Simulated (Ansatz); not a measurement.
**GaP under changes of volume**

One of the cells (20.240 Å³/atom); the others are scaled copies at fixed shape and fractional positions:

```
Ga P
1.0
     0.00000    2.72525    2.72525
     2.72525    0.00000    2.72525
     2.72525    2.72525    0.00000
Ga P
1 1
Direct
  0.00000 0.00000 0.00000
  0.75000 0.75000 0.75000
```

| Quantity | Value |
| --- | --- |
| Program | Ansatz 0.2.0 |
| Functional | HSEsol |
| Potentials or basis | Ansatz PAW |
| Cutoff | 420 eV (not typed: the program's choice for these potentials) |
| k mesh | 4 × 4 × 4 |
| Occupations | fermi-dirac, width 0.05 eV |
| Spin | no spin polarisation |

```tsv
volume (Å³/atom)	energy over the lowest point (meV/atom)	pressure (GPa)	gap on the mesh (eV)
19.026	?	?	?
19.431	4.75	2.9	2.11
19.836	0.00	0.8	2.16
20.240	0.29	-1.0	2.20
20.645	5.08	-2.7	2.24
21.050	13.92	-4.2	2.27
21.455	26.29	-5.6	2.22
```

Q: What does the run at 19.026 Å³/atom give?

A: Energy over the lowest point 15.08 meV/atom; pressure 5.3 GPa; gap on the mesh 2.07 eV.

Worked out: A Birch-Murnaghan fit of order 3 (a polynomial in V^(-2/3)) to the other rows has its minimum at 20.01 Å³/atom with B0 = V·E''(V) = 94 GPa and B' = 4.7. It gives 15.20 meV/atom at 19.026 Å³/atom, against the run's 15.08, and -dE/dV = 5.3 GPa, against 5.3. A parabola through the other rows of the gap, of slope 4.67 eV per unit of ln V there, extrapolates to 2.01 eV, against the run's 2.07.

Energies are extrapolated to zero smearing.

Caveats: all runs use coarse meshes; the PAW data sets come from PBE, with cores solved anew for the run's functional, which leaves a small shift of forces and pressure; the thresholds are loose for stress.

A mesh can miss the band edges. Spin-orbit coupling on Ga is left out.
